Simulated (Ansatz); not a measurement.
A relaxation of cell and atoms of a 6-atom cell of MoS2 started from a crystallographic database with Ansatz 0.2.0, at the level r2SCAN+rVV10. The starting cell comes from a relaxation with PBE-D3(BJ).

```yaml
crystal:
  lattice:
    - [3.149167157, 0.0, 0.0]
    - [-1.5745835785, 2.7272587587, 0.0]
    - [0.0, 0.0, 12.0913728546]
  atoms:
    - { symbol: Mo, position: [0.3333333333, 0.6666666667, 0.25] }
    - { symbol: Mo, position: [0.6666666667, 0.3333333333, 0.75] }
    - { symbol: S, position: [0.3333333333, 0.6666666667, 0.6205056125] }
    - { symbol: S, position: [0.6666666667, 0.3333333333, 0.1205056125] }
    - { symbol: S, position: [0.3333333333, 0.6666666667, 0.8794943875] }
    - { symbol: S, position: [0.6666666667, 0.3333333333, 0.3794943875] }
kpoints:
  mp_grid: { grid: [12, 12, 2] }
hamiltonian:
  xc: r2scan
  dispersion: rvv10
scf:
  occupations: { method: fermi_dirac, width: 0.02 }
relax:
  f_tol: 0.005
  cell: {}
```

The trajectory has 7 recorded frames, each with positions in Å and forces in eV/Å. The last, and any step after a large change of cell, is solved on a basis re-selected at its cell; pressure is positive in compression.

Step 1: energy 0.0 meV/atom from step 1, largest force component 0.140 eV/Å, pressure +1.83 GPa
```xyz
6
Lattice="3.1492 0.0000 0.0000 -1.5746 2.7273 0.0000 0.0000 0.0000 12.0914" Properties=species:S:1:pos:R:3:forces:R:3 pbc="T T T"
Mo    0.0000    1.8182    3.0228    0.0000    0.0000    0.0000
Mo    1.5746    0.9091    9.0685    0.0000    0.0000    0.0000
S     0.0000    1.8182    7.5028    0.0000    0.0000    0.1403
S     1.5746    0.9091    1.4571    0.0000    0.0000    0.1403
S     0.0000    1.8182   10.6343    0.0000    0.0000   -0.1403
S     1.5746    0.9091    4.5886    0.0000    0.0000   -0.1403
```

Step 2 (rejected): energy +12.3 meV/atom from step 1, largest force component 0.628 eV/Å, pressure -0.65 GPa
```xyz
6
Lattice="3.2274 0.0000 0.0000 -1.6137 2.7950 0.0000 0.0000 0.0000 12.6857" Properties=species:S:1:pos:R:3:forces:R:3 pbc="T T T"
Mo    0.0000    1.8633    3.1714    0.0000    0.0000    0.0000
Mo    1.6137    0.9317    9.5143    0.0000    0.0000    0.0000
S     0.0000    1.8633    8.0040    0.0000    0.0000   -0.6280
S     1.6137    0.9317    1.6611    0.0000    0.0000   -0.6280
S     0.0000    1.8633   11.0247    0.0000    0.0000    0.6280
S     1.6137    0.9317    4.6818    0.0000    0.0000    0.6280
```

Step 3: energy -5.1 meV/atom from step 1, largest force component 0.013 eV/Å, pressure +0.06 GPa
```xyz
6
Lattice="3.1748 0.0000 0.0000 -1.5874 2.7494 0.0000 0.0000 0.0000 12.3807" Properties=species:S:1:pos:R:3:forces:R:3 pbc="T T T"
Mo    0.0000    1.8330    3.0952    0.0000    0.0000    0.0000
Mo    1.5874    0.9165    9.2855    0.0000    0.0000    0.0000
S     0.0000    1.8330    7.7315    0.0000    0.0000   -0.0133
S     1.5874    0.9165    1.5411    0.0000    0.0000   -0.0133
S     0.0000    1.8330   10.8396    0.0000    0.0000    0.0133
S     1.5874    0.9165    4.6492    0.0000    0.0000    0.0133
```

Step 4: energy -5.2 meV/atom from step 1, largest force component 0.007 eV/Å, pressure +0.06 GPa
```xyz
6
Lattice="3.1732 0.0000 0.0000 -1.5866 2.7480 0.0000 0.0000 0.0000 12.4195" Properties=species:S:1:pos:R:3:forces:R:3 pbc="T T T"
Mo    0.0000    1.8320    3.1049    0.0000    0.0000    0.0000
Mo    1.5866    0.9160    9.3146    0.0000    0.0000    0.0000
S     0.0000    1.8320    7.7594    0.0000    0.0000   -0.0069
S     1.5866    0.9160    1.5497    0.0000    0.0000   -0.0069
S     0.0000    1.8320   10.8698    0.0000    0.0000    0.0069
S     1.5866    0.9160    4.6601    0.0000    0.0000    0.0069
```

Step 5: energy -5.2 meV/atom from step 1, largest force component 0.017 eV/Å, pressure -0.11 GPa
```xyz
6
Lattice="3.1734 0.0000 0.0000 -1.5867 2.7483 0.0000 0.0000 0.0000 12.4361" Properties=species:S:1:pos:R:3:forces:R:3 pbc="T T T"
Mo    0.0000    1.8322    3.1090    0.0000    0.0000    0.0000
Mo    1.5867    0.9161    9.3271    0.0000    0.0000    0.0000
S     0.0000    1.8322    7.7707    0.0000    0.0000    0.0170
S     1.5867    0.9161    1.5526    0.0000    0.0000    0.0170
S     0.0000    1.8322   10.8835    0.0000    0.0000   -0.0170
S     1.5867    0.9161    4.6655    0.0000    0.0000   -0.0170
```

Step 6: energy -5.2 meV/atom from step 1, largest force component 0.000 eV/Å, pressure 0.00 GPa
```xyz
6
Lattice="3.1730 0.0000 0.0000 -1.5865 2.7479 0.0000 0.0000 0.0000 12.4359" Properties=species:S:1:pos:R:3:forces:R:3 pbc="T T T"
Mo    0.0000    1.8319    3.1090    0.0000    0.0000    0.0000
Mo    1.5865    0.9160    9.3269    0.0000    0.0000    0.0000
S     0.0000    1.8319    7.7712    0.0000    0.0000    0.0001
S     1.5865    0.9160    1.5533    0.0000    0.0000    0.0001
S     0.0000    1.8319   10.8827    0.0000    0.0000   -0.0001
S     1.5865    0.9160    4.6647    0.0000    0.0000   -0.0001
```

Step 7: energy -5.4 meV/atom from step 1, largest force component 0.000 eV/Å, pressure 0.00 GPa
```xyz
6
Lattice="3.1730 0.0000 0.0000 -1.5865 2.7479 0.0000 0.0000 0.0000 12.4359" Properties=species:S:1:pos:R:3:forces:R:3 pbc="T T T"
Mo    0.0000    1.8319    3.1090    0.0000    0.0000    0.0000
Mo    1.5865    0.9160    9.3269    0.0000    0.0000    0.0000
S     0.0000    1.8319    7.7712    0.0000    0.0000   -0.0001
S     1.5865    0.9160    1.5533    0.0000    0.0000   -0.0001
S     0.0000    1.8319   10.8827    0.0000    0.0000    0.0001
S     1.5865    0.9160    4.6647    0.0000    0.0000    0.0001
```

In 6 steps the volume changed by +4.4 %; between the first SCF and the last, each on a basis chosen for its cell, the energy fell by 5.4 meV an atom. At the end: space group P6_3/mmc (No. 194), hexagonal; conventional cell a = 3.173 Å, c = 12.436 Å, 18.07 Å³ an atom. Mo is surrounded by 6 S at 2.40 Å; S is surrounded by 3 Mo at 2.40 Å.

Command: `ansatz run input.yaml --threads 2 --pin off --max-ram 29491MiB --backend cpu --events-out ev --progress --plain --runs-dir out`. It took 60 s on 2 threads of AMD EPYC 7R13 Processor (Zen 3), with other jobs on the host; peak host memory 0.97 GiB.

The values are computed, spin-unpolarised, and not measurements.
